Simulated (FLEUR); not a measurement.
# Ge (Cmmm) in FLEUR: notebook, part 2 of 3

FLEUR MaX-R8.1 (later development tree). Earlier steps stand in the parts before.

### Step 4. Single point, PBEsol

This run uses another cell than the first one, of 19.61 Å³/atom, 0.909 times its volume.

inp.xml

```xml
<?xml version="1.0" encoding="UTF-8" standalone="no"?>
<fleurInput fleurInputVersion="0.39">
   <comment>
      Ge                                                                                                  
   </comment>
   <calculationSetup>
      <cutoffs Kmax="4.47" Gmax="13.9" GmaxXC="13.9" numbands="0"/>
      <scfLoop itmax="60" minDistance="0.00001" maxIterBroyd="15" imix="Anderson" alpha="0.05" precondParam="0.0" spinf="2.0" sdNocoIR="T"/>
      <coreElectrons ctail="T" frcor="F" kcrel="0" coretail_lmax="0"/>
      <xcFunctional name="PBEs" relativisticCorrections="F"/>
      <magnetism jspins="1"/>
      <soc l_soc="F" theta="0.0" phi="0.0" spav="F"/>
      <expertModes spex="0" secvar="F"/>
      <geometryOptimization l_f="F" forcealpha="1.0" forcemix="BFGS" epsdisp="0.00001" epsforce="0.00001"/>
      <ldaU l_linMix="F" mixParam="0.05" spinf="1.0"/>
   </calculationSetup>
   <cell>
      <bzIntegration valenceElectrons="22.0" mode="hist" fermiSmearingEnergy="0.00183747">
         <kPointListSelection listName="default-1"/>
         <!-- k-points included here -->
         <xi:include xmlns:xi="http://www.w3.org/2001/XInclude" href="kpts.xml"> </xi:include>
      </bzIntegration>
      <!-- symmetry operations included here -->
      <xi:include xmlns:xi="http://www.w3.org/2001/XInclude" href="sym.xml"> </xi:include>
      <bulkLattice scale="1.0">
         <bravaisMatrix>
            <row-1>    2.6402289652587654    -4.9142630226402932     0.0000000000000000</row-1>
            <row-2>    2.6402289652587654     4.9142630226402932     0.0000000000000000</row-2>
            <row-3>    0.0000000000000000     0.0000000000000000     5.0989176109055823</row-3>
         </bravaisMatrix>
      </bulkLattice>
   </cell>
   <atomSpecies>
      <species name="Germanium (Ge)" element="Ge" atomicNumber="32">
         <mtSphere radius="2.19" gridPoints="781" logIncrement="0.016"/>
         <atomicCutoffs lmax="9" lnonsphr="9"/>
         <electronConfig flipSpins="F">
            <coreConfig>(1s1/2) (2s1/2) (2p1/2) (2p3/2)</coreConfig>
            <valenceConfig>(3s1/2) (3p1/2) (3p3/2) (4s1/2) (3d3/2) (3d5/2) (4p1/2) (4p3/2)</valenceConfig>
            <stateOccupation state="(4p1/2)" spinUp="0.333333" spinDown="0.333333"/>
            <stateOccupation state="(4p3/2)" spinUp="0.666667" spinDown="0.666667"/>
         </electronConfig>
         <energyParameters s="4" p="4" d="3" f="4"/>
         <lo type="SCLO" l="0" n="3" eDeriv="0"/>
         <lo type="SCLO" l="1" n="3" eDeriv="0"/>
         <lo type="SCLO" l="1" n="3" eDeriv="1"/>
         <lo type="HELO" l="2" n="4" eDeriv="0"/>
         <lo type="HELO" l="2" n="4" eDeriv="1"/>
         <lo type="SCLO" l="3" n="4" eDeriv="2"/>
      </species>
   </atomSpecies>
   <atomGroups>
      <atomGroup species="Germanium (Ge)">
         <relPos label="                   1">1.000/2.000 1.000/2.000 .0000000000</relPos>
         <force calculate="T" relaxXYZ="TTT"/>
      </atomGroup>
   </atomGroups>
   <output dos="F" band="F" slice="F">
      <checks vchk="F" cdinf="F"/>
      <bandDOS minEnergy="-.5*Htr" maxEnergy="0.5*Htr" sigma="0.015" storeEVData="T"/>
      <vacuumDOS vacdos="F" integ="F" star="F" nstars="0" locx1="0.0" locy1="0.0" locx2="0.0" locy2="0.0" nstm="0" tworkf="0.0"/>
      <unfoldingBand unfoldBand="F" supercellX="1" supercellY="1" supercellZ="1"/>
      <plotting iplot="0" polar="F">
         <plot TwoD="T" vec1="  1.0  0.0  0.0" vec2="  0.0  1.0  0.0" vec3="  0.0  0.0  1.0" zero="  0.0  0.0  0.0" file="plot"/>
      </plotting>
      <chargeDensitySlicing numkpt="0" minEigenval="0.0" maxEigenval="0.0" nnne="0" pallst="F"/>
      <specialOutput eonly="F"/>
      <moessbauerParams electricFieldGradient="T" isomerShift="T" coreHyperfine="T" valenceHyperfine="T"/>
      <magneticCircularDichroism mcd="F" energyLo="-10.0" energyUp="0.0"/>
   </output>
  <!-- We include the file relax.xml here to enable relaxations (see documentation) -->
  <xi:include xmlns:xi="http://www.w3.org/2001/XInclude" href="relax.xml"> <xi:fallback/> </xi:include>
</fleurInput>
```

crystal.txt

```
Ge
&input cartesian=F /
1.3971490000  -2.6005160000  0.0000000000
1.3971490000  2.6005160000  0.0000000000
0.0000000000  0.0000000000  2.6982310000
1.8897261246
1.0 1.0 1.0

1
32 0.5000000000  0.5000000000  0.0000000000

&kpt div1=11 div2=11 div3=10 gamma=T /
```

Potentials or basis: all-electron, FLAPW.

The run is started by

```bash
$ inpgen -f crystal.txt -profile fastHighL
$ # inp.xml edited to the form shown
$ fleur_MPI
```

The program printed:

```text
Welcome to FLEUR        (www.flapw.de)
      MaX-Release 8.1          (www.max-centre.eu)

 ========== k-point set info ==========
 Selected k-point list: default-1
 k-point list type: mesh
 11 x 11 x 10
 Number of k points: 216

 ------------Calculation Setup---------------------------
 Number of MPI-tasks      :            1
 Number of PE/node        :            1
 Number of OMP-threads    :            1
 Most efficient MPI parallelization for:
           1           2           3           4           6           8           9          12          18          24          27          36          54          72         108         216
 Additional eigenvalue parallelization possible
 Number of basis functions:          252
 Approximate size of matrices (H+S) per k-point:         0.001 GB
 --------------------------------------------------------
 Iteration:     1   Distance:       4.33906814 me/bohr^3
 Iteration:     2   Distance:       3.99669832 me/bohr^3
 Iteration:     3   Distance:       1.80259191 me/bohr^3
 Iteration:     4   Distance:       0.20112974 me/bohr^3
 Iteration:     5   Distance:       0.18376550 me/bohr^3
 Iteration:     6   Distance:       0.02538346 me/bohr^3
 Iteration:     7   Distance:       0.00590983 me/bohr^3
 Iteration:     8   Distance:       0.00242504 me/bohr^3
 Iteration:     9   Distance:       0.00071516 me/bohr^3
 Iteration:    10   Distance:       0.00053002 me/bohr^3
 Iteration:    11   Distance:       0.00002496 me/bohr^3
 Iteration:    12   Distance:       0.00001395 me/bohr^3
 Iteration:    13   Distance:       0.00000544 me/bohr^3

 ********************************************************************
 Run finished successfully
 Stop message:
   all done
 ********************************************************************
```

out.xml (last iteration):

```text
<iteration numberForCurrentRun="   13" overallNumber="   13">
         <energyParameters units="Htr">
            <atomicEP atomType="1" spin="1" branch="4s" branchLowest="-5.73" branchHighest="1.00" value="-0.0768053251"/>
            <atomicEP atomType="1" spin="1" branch="4p" branchLowest="-3.79" branchHighest="1.68" value="0.1442518331"/>
            <atomicEP atomType="1" spin="1" branch="3d" branchLowest="-9.99" branchHighest="-0.60" value="-0.6198009977"/>
            <atomicEP atomType="1" spin="1" branch="4f" branchLowest="-9.99" branchHighest="3.60" value="0.5075360068"/>
            <loAtomicEP atomType="1" spin="1" branch="3s" branchLowest="-49.90" branchHighest="-5.73" value="-5.7265748750"/>
            <loAtomicEP atomType="1" spin="1" branch="3p" branchLowest="-43.56" branchHighest="-3.79" value="-3.7922155396"/>
            <loAtomicEP atomType="1" spin="1" branch="3p" branchLowest="-43.56" branchHighest="-3.79" value="-3.7922155396"/>
            <heloAtomicEP atomType="1" spin="1" branch="4d" branchLowest="2.13" branchHighest="2.13" value="2.1281660337"/>
            <heloAtomicEP atomType="1" spin="1" branch="4d" branchLowest="2.13" branchHighest="2.13" value="2.1281660337"/>
            <loAtomicEP atomType="1" spin="1" branch="4f" branchLowest="-9.99" branchHighest="3.60" value="0.5075393548"/>
         </energyParameters>
         <eigenvalues>
            <eigenvaluesAt spin="1" ikpt="1" k_x="0.00000000" k_y="0.00000000" k_z="0.00000000">
                      -5.7265814043       -3.7909499694       -3.7903180667       -3.7889618931       -0.6330445967
                      -0.6310126103       -0.6291556732       -0.6253152020       -0.6245930988       -0.1974428108
                       0.5200068279        0.5373879075        0.5927882551        0.6472119856        0.7321632585
                       0.8224709378        0.8226793633        0.8440235020
            </eigenvaluesAt>
            <eigenvaluesAt spin="1" ikpt="2" k_x="0.00000000" k_y="0.00000000" k_z="0.10000000">
                      -5.7265806242       -3.7909491089       -3.7903170928       -3.7889749447       -0.6323590989
                      -0.6309631157       -0.6291240587       -0.6255578590       -0.6248189449       -0.1901860619
                       0.4320219641        0.5443030166        0.5997249525        0.7165303614        0.7577319475
[... 31 lines left out ...]
         <allElectronCharges>
            <spinDependentCharge spin="1" total="32.0000000" interstitial="2.0793065" mtSpheres="29.9206935"/>
            <totalCharge value="32.0000000000"/>
         </allElectronCharges>
         <moessbauerParams unitsHFF="kG" unitsIS="e/bohr^3" unitsEFG="Htr/bohr^2">
            <coreIsomerShift atomType="1" isTotal="31396.18295">
               <shell n="1" l="0" isomerShift="28504.50960"/>
               <shell n="2" l="0" isomerShift="2866.48880"/>
               <shell n="2" l="1" isomerShift="25.18455"/>
            </coreIsomerShift>
            <isomerShift atomType="1" nucleusRadius="0.0000986" averageDensity="31867.87539"/>
            <electricFieldGradient atomType="1" VXX="0.07926" VYY="0.51393" VZZ="-0.59319" asymParam="0.73276">
            </electricFieldGradient>
         </moessbauerParams>
         <totalEnergy                                    value="    -2097.5529580053" units="Htr">
            <sumOfEigenvalues                            value="    -1205.2326552366">
               <coreElectrons value="-1165.0872222032"/>
               <valenceElectrons value="-40.1454330335"/>
            </sumOfEigenvalues>
            <densityCoulombPotentialIntegral value="-3243.8373434181"/>
            <densityEffectivePotentialIntegral value="-3346.3885533199"/>
            <chargeDenXCDenIntegral value="-78.1817294635"/>
            <FockExchangeEnergyValence value="0.0000000000"/>
            <FockExchangeEnergyCore value="0.0000000000"/>
            <atomTypeDependentContributions atomType="1">
               <electronNucleiInteractionDifferentMTs value="2520.7828439078"/>
               <MadelungTerm value="-17.8256110081"/>
            </atomTypeDependentContributions>
            <tkbTimesEntropy value="0.0001454138"/>
            <freeEnergy value="-2097.5531034190"/>
            <extrapolationTo0K value="-2097.5530307122"/>
         </totalEnergy>
         <densityConvergence units="me/bohr^3">
            <chargeDensity spin="1" distance="0.0000054373"/>
         </densityConvergence>
      </iteration>
```

Wall time 57 s (1 thread of Arm Neoverse V1, shared host); peak memory 0.07 GiB.

What came out:

```
Free energy                                           : -57077.3277 eV
Band gap on the k mesh                                : none (metal or under the smearing width)
Valence electrons inside the program's atomic spheres : Ge 19.92 (radii Ge 2.19 bohr)
```

Core levels (eV from the Fermi level):
| atom | levels |
| --- | --- |
| 1 Ge | 1s1/2 -10944.3, 2s1/2 -1365.4, 2p1/2 -1214.4, 2p3/2 -1182.5 |

### Step 5. Single point, PBEsol

This run uses another cell than the first one, of 18.63 Å³/atom, 0.864 times its volume.

inp.xml: that of step 4 with these lines changed.

```diff
@@ -26,5 +26,5 @@
          <bravaisMatrix>
-            <row-1>    2.6402289652587654    -4.9142630226402932     0.0000000000000000</row-1>
-            <row-2>    2.6402289652587654     4.9142630226402932     0.0000000000000000</row-2>
-            <row-3>    0.0000000000000000     0.0000000000000000     5.0989176109055823</row-3>
+            <row-1>    2.5954706751969914    -4.8309543349434607     0.0000000000000000</row-1>
+            <row-2>    2.5954706751969914     4.8309543349434607     0.0000000000000000</row-2>
+            <row-3>    0.0000000000000000     0.0000000000000000     5.0124785797891027</row-3>
          </bravaisMatrix>
@@ -34,3 +34,3 @@
       <species name="Germanium (Ge)" element="Ge" atomicNumber="32">
-         <mtSphere radius="2.19" gridPoints="781" logIncrement="0.016"/>
+         <mtSphere radius="2.19" gridPoints="767" logIncrement="0.016"/>
          <atomicCutoffs lmax="9" lnonsphr="9"/>
```

crystal.txt

```
Ge
&input cartesian=F /
1.3734639329  -2.5564309410  0.0000000000
1.3734639329  2.5564309410  0.0000000000
0.0000000000  0.0000000000  2.6524894346
1.8897261246
1.0 1.0 1.0

1
32 0.5000000000  0.5000000000  0.0000000000

&kpt div1=11 div2=11 div3=10 gamma=T /
```

Potentials or basis: all-electron, FLAPW.

The run is started by

```bash
$ inpgen -f crystal.txt -profile fastHighL
$ # inp.xml edited to the form shown
$ fleur_MPI
```

The program printed:

```text
Welcome to FLEUR        (www.flapw.de)
      MaX-Release 8.1          (www.max-centre.eu)

 ========== k-point set info ==========
 Selected k-point list: default-1
 k-point list type: mesh
 11 x 11 x 10
 Number of k points: 216

 ------------Calculation Setup---------------------------
 Number of MPI-tasks      :            1
 Number of PE/node        :            1
 Number of OMP-threads    :            1
 Most efficient MPI parallelization for:
           1           2           3           4           6           8           9          12          18          24          27          36          54          72         108         216
 Additional eigenvalue parallelization possible
 Number of basis functions:          240
 Approximate size of matrices (H+S) per k-point:         0.001 GB
 --------------------------------------------------------
 Iteration:     1   Distance:       4.45813460 me/bohr^3
 Iteration:     2   Distance:       4.10103590 me/bohr^3
 Iteration:     3   Distance:       1.89596157 me/bohr^3
 Iteration:     4   Distance:       0.21191933 me/bohr^3
 Iteration:     5   Distance:       0.18976764 me/bohr^3
 Iteration:     6   Distance:       0.02450389 me/bohr^3
 Iteration:     7   Distance:       0.00767375 me/bohr^3
 Iteration:     8   Distance:       0.00286172 me/bohr^3
 Iteration:     9   Distance:       0.00080698 me/bohr^3
 Iteration:    10   Distance:       0.00055429 me/bohr^3
 Iteration:    11   Distance:       0.00002778 me/bohr^3
 Iteration:    12   Distance:       0.00003222 me/bohr^3
 Iteration:    13   Distance:       0.00000190 me/bohr^3

 ********************************************************************
 Run finished successfully
 Stop message:
   all done
 ********************************************************************
```

out.xml (last iteration):

```text
<iteration numberForCurrentRun="   13" overallNumber="   13">
         <energyParameters units="Htr">
            <atomicEP atomType="1" spin="1" branch="4s" branchLowest="-5.70" branchHighest="1.02" value="-0.0593505315"/>
            <atomicEP atomType="1" spin="1" branch="4p" branchLowest="-3.77" branchHighest="1.71" value="0.1604130345"/>
            <atomicEP atomType="1" spin="1" branch="3d" branchLowest="-9.99" branchHighest="-0.58" value="-0.5975641800"/>
            <atomicEP atomType="1" spin="1" branch="4f" branchLowest="-9.99" branchHighest="3.62" value="0.5229807276"/>
            <loAtomicEP atomType="1" spin="1" branch="3s" branchLowest="-49.88" branchHighest="-5.70" value="-5.7041296288"/>
            <loAtomicEP atomType="1" spin="1" branch="3p" branchLowest="-43.54" branchHighest="-3.77" value="-3.7697855612"/>
            <loAtomicEP atomType="1" spin="1" branch="3p" branchLowest="-43.54" branchHighest="-3.77" value="-3.7697855612"/>
            <heloAtomicEP atomType="1" spin="1" branch="4d" branchLowest="2.15" branchHighest="2.15" value="2.1485065739"/>
            <heloAtomicEP atomType="1" spin="1" branch="4d" branchLowest="2.15" branchHighest="2.15" value="2.1485065739"/>
            <loAtomicEP atomType="1" spin="1" branch="4f" branchLowest="-9.99" branchHighest="3.62" value="0.5229840117"/>
         </energyParameters>
         <eigenvalues>
            <eigenvaluesAt spin="1" ikpt="1" k_x="0.00000000" k_y="0.00000000" k_z="0.00000000">
                      -5.7041390924       -3.7685314292       -3.7678889404       -3.7664834576       -0.6117679476
                      -0.6091840998       -0.6070396731       -0.6026962663       -0.6019210198       -0.1901082406
                       0.5533747243        0.5738654768        0.6326198975        0.6779065104        0.7675196291
                       0.8584690209        0.8704255085        0.8760868146
            </eigenvaluesAt>
            <eigenvaluesAt spin="1" ikpt="2" k_x="0.00000000" k_y="0.00000000" k_z="0.10000000">
                      -5.7041380309       -3.7685302126       -3.7678876178       -3.7665004518       -0.6109819164
                      -0.6091250109       -0.6070001554       -0.6029737781       -0.6021872969       -0.1825324417
                       0.4605078422        0.5812173040        0.6400130178        0.7515343961        0.7931905606
[... 31 lines left out ...]
         <allElectronCharges>
            <spinDependentCharge spin="1" total="32.0000000" interstitial="2.0463393" mtSpheres="29.9536607"/>
            <totalCharge value="32.0000000002"/>
         </allElectronCharges>
         <moessbauerParams unitsHFF="kG" unitsIS="e/bohr^3" unitsEFG="Htr/bohr^2">
            <coreIsomerShift atomType="1" isTotal="31396.16978">
               <shell n="1" l="0" isomerShift="28504.50649"/>
               <shell n="2" l="0" isomerShift="2866.47910"/>
               <shell n="2" l="1" isomerShift="25.18420"/>
            </coreIsomerShift>
            <isomerShift atomType="1" nucleusRadius="0.0000986" averageDensity="31867.55468"/>
            <electricFieldGradient atomType="1" VXX="0.08245" VYY="0.51954" VZZ="-0.60199" asymParam="0.72608">
            </electricFieldGradient>
         </moessbauerParams>
         <totalEnergy                                    value="    -2097.5535179397" units="Htr">
            <sumOfEigenvalues                            value="    -1204.5330494716">
               <coreElectrons value="-1164.8591009450"/>
               <valenceElectrons value="-39.6739485266"/>
            </sumOfEigenvalues>
            <densityCoulombPotentialIntegral value="-3243.1604431711"/>
            <densityEffectivePotentialIntegral value="-3345.7328829387"/>
            <chargeDenXCDenIntegral value="-78.1976500248"/>
            <FockExchangeEnergyValence value="0.0000000000"/>
            <FockExchangeEnergyCore value="0.0000000000"/>
            <atomTypeDependentContributions atomType="1">
               <electronNucleiInteractionDifferentMTs value="2521.0830169920"/>
               <MadelungTerm value="-17.8924628045"/>
            </atomTypeDependentContributions>
            <tkbTimesEntropy value="0.0001347431"/>
            <freeEnergy value="-2097.5536526828"/>
            <extrapolationTo0K value="-2097.5535853112"/>
         </totalEnergy>
         <densityConvergence units="me/bohr^3">
            <chargeDensity spin="1" distance="0.0000019022"/>
         </densityConvergence>
      </iteration>
```

It took 53 s on 1 thread of Arm Neoverse V1, shared host; peak memory 0.06 GiB.

Results:

```yaml
Free_energy: -57077.3426 eV
Band_gap_on_the_k_mesh: none (metal or under the smearing width)
Valence_electrons_inside_the_program's_atomic_spheres: Ge 19.95 (radii Ge 2.19 bohr)
```

Core levels (eV from the Fermi level):
| atom | levels |
| --- | --- |
| 1 Ge | 1s1/2 -10944.3, 2s1/2 -1365.4, 2p1/2 -1214.4, 2p3/2 -1182.5 |

(Part 2 of 3 ends here.)
